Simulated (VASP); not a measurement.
A run of VASP 6.6.1:

INCAR

```
PREC = Accurate
ENCUT = 520
EDIFF = 1E-7
ISMEAR = 0
SIGMA = 0.02
LREAL = F
LASPH = T
NELM = 60
ALGO = Normal
ISIF = 3
LWAVE = F
LCHARG = F
GGA = PE
IVDW = 12
IBRION = 2
NSW = 80
EDIFFG = -0.002
KPAR = 4
```

The input KPOINTS:

```
Automatic mesh
0
Gamma
  15 15 6
```

POSCAR

```
BN
1.0
    2.4982400000      0.0000000000      0.0000000000
   -1.2491200000      2.1635393000      0.0000000000
    0.0000000000      0.0000000000      6.6357000000
B N
2 2
Direct
    0.3333333300      0.6666666700      0.2500000000
    0.6666666700      0.3333333300      0.7500000000
    0.3333333300      0.6666666700      0.7500000000
    0.6666666700      0.3333333300      0.2500000000
```

Potentials or basis: VASP PAW PBE potentials, release 64 (B, N).

Command:

```bash
$ cat potpaw_PBE.64/B/POTCAR potpaw_PBE.64/N/POTCAR > POTCAR
$ mpirun -np 4 vasp_std > vasp.out
```

Hardware: 4 MPI ranks on Intel(R) Xeon(R) Platinum 8559C (Emerald Rapids), on a shared host.

Estimate the wall time of this run.

It took 34 s on 4 MPI ranks on Intel(R) Xeon(R) Platinum 8559C (Emerald Rapids), with other jobs on the host, peak memory 0.18 GiB a rank. Counts: scf iterations 75, k points 108, ion steps 11.
